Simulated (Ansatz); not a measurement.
## A series in volume scale on Sb

Results calculated with Ansatz 0.2.0, not measured. Plane-wave DFT, scalar-relativistic PAW made under PBE with cores redone for the functional, no dispersion; the given relaxed cell is scaled uniformly, energy at zero smearing counts from the unscaled cell, pressure at the given Fermi-Dirac smearing is positive in compression.

The cell before it is scaled or strained (space group P6_3/mmc, No. 194):
```
CELL_PARAMETERS angstrom
3.34310 0.00000 0.00000
-1.67150 2.89520 0.00000
0.00000 0.00000 11.33970
ATOMIC_POSITIONS crystal
Sb 0.00000 0.00000 0.00000
Sb 0.00000 0.00000 0.50000
Sb 0.33333 0.66667 0.25000
Sb 0.66667 0.33333 0.75000
```

Settings of every row: spin polarised no; functional PBE; wave cutoff 420 eV; smearing width 0.1 eV; k mesh 14x14x4.

Atom starting moment: 0 on all atoms.

Limits: the cell comes from a prototype or a list of computed structures and needn't be the stable phase.

```
row  volume scale  V (Å³/atom)  energy change per atom (meV)  pressure (GPa)
  1          0.88       24.146                         92.29           10.25
  2          0.92       25.244                         37.38            6.03
  3          0.96       26.342                          8.42            2.69
  4          1.04       28.537                          7.87           -2.09
  5          1.08       29.634                             ?               ?
  6          1.12       30.732                         59.97           -5.14
```

Question: what energy change per atom and pressure should row 5 give?

Worked fit of energy change per atom. Take u = (V_r/V)^(2/3) − 1 with V_r = 26.342 Å³ an atom, which is twice the finite (Eulerian) strain; such expansions in the strain, on which the Birch-Murnaghan equation of state is built, carry the rest volume and the bulk modulus. The shown rows have u = 0.05975, 0.02879, 0, -0.05196, -0.09766. Least squares give energy change per atom = 8.69 + 663.59 × u + 12203.1 × u² meV; a straight line predicts inner rows, each left out in turn, worse (root mean square 35 against 0.93 meV). The rows lie off it by 0.38, -0.53, -0.27, 0.71, -0.30 (root mean square 0.47 meV). The withheld row has u = -0.0755, so the fit gives 8.69 + 663.59 × (-0.0755) + 12203.1 × (-0.0755)² = 28.15 meV.

The calculation gave 28.73 meV. The fit lies 0.58 meV (2 % of the value, 0.69 % of the column's range) below it; its largest miss of a shown row is 0.71 meV.

Worked fit of pressure. Take u = (V_r/V)^(2/3) − 1 with V_r = 26.342 Å³ an atom, which is twice the finite (Eulerian) strain; such expansions in the strain, on which the Birch-Murnaghan equation of state is built, carry the rest volume and the bulk modulus. The shown rows have u = 0.05975, 0.02879, 0, -0.05196, -0.09766. Least squares give pressure = 2.709 + 108.42 × u + 289.6 × u² GPa; a straight line predicts inner rows, each left out in turn, worse (root mean square 0.82 against 0.069 GPa). The rows lie off it by 0.03, -0.04, -0.02, 0.05, -0.02 (root mean square 0.034 GPa). The withheld row has u = -0.0755, so the fit gives 2.709 + 108.42 × (-0.0755) + 289.6 × (-0.0755)² = -3.83 GPa.

The calculation gave -3.79 GPa. The fit lies 0.04 GPa (1.1 % of the value, 0.26 % of the column's range) below it; its largest miss of a shown row is 0.05 GPa.
